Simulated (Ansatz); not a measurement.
Take InCuS$_{2}$ in the chalcopyrite structure (space group I-42d, No. 122; a = 5.577 Å, c = 11.234 Å) as the base. Axes: x, y, z lie along a, b, c of the conventional cell.

(Cell as relaxed with PBE.)

Levels (all Ansatz, an electronic-structure program, PAW): PBE (420 eV, no spin-orbit coupling); r2SCAN (500 eV, no spin-orbit coupling).

Each level relaxes its own structure.

```
base                      PBE    r2SCAN
-------------------  --------  --------
volume per atom      21.84 Å³  21.21 Å³
lattice parameter a   5.577 Å   5.522 Å
band gap                 zero   0.36 eV
```

Perturbation: the symmetric strain tensor [-0.0061 -0.0050 -0.0001; -0.0050 0.0146 0.0020; -0.0001 0.0020 0.0032]; the atoms relax in the strained cell.

| quantity | PBE | r2SCAN |
|---|---|---|
| energy relative to the base (free energy F) | +1.3 meV/atom | [?] |
| largest internal atomic displacement | 0.011 Å | [?] |
| shortest interatomic distance | 2.335 Å | [?] |

**Question.** What does r2SCAN give?

**Answer.** 
- energy relative to the base (free energy F), r2SCAN: +1.4 meV/atom
- largest internal atomic displacement, r2SCAN: 0.012 Å
- shortest interatomic distance, r2SCAN: 2.319 Å

PBE's shortest interatomic distance lies 0.0167 Å above r2SCAN's (0.7 %). Neither level is exact; r2SCAN is the comparison here, not a measurement.

No phonon test of stability was made. All final runs are without spin polarisation. Gaps under 0.05 eV, about the width of the smearing, are given as zero. A zero or small gap of InCuS2 can be the functional's error rather than a property of the material.
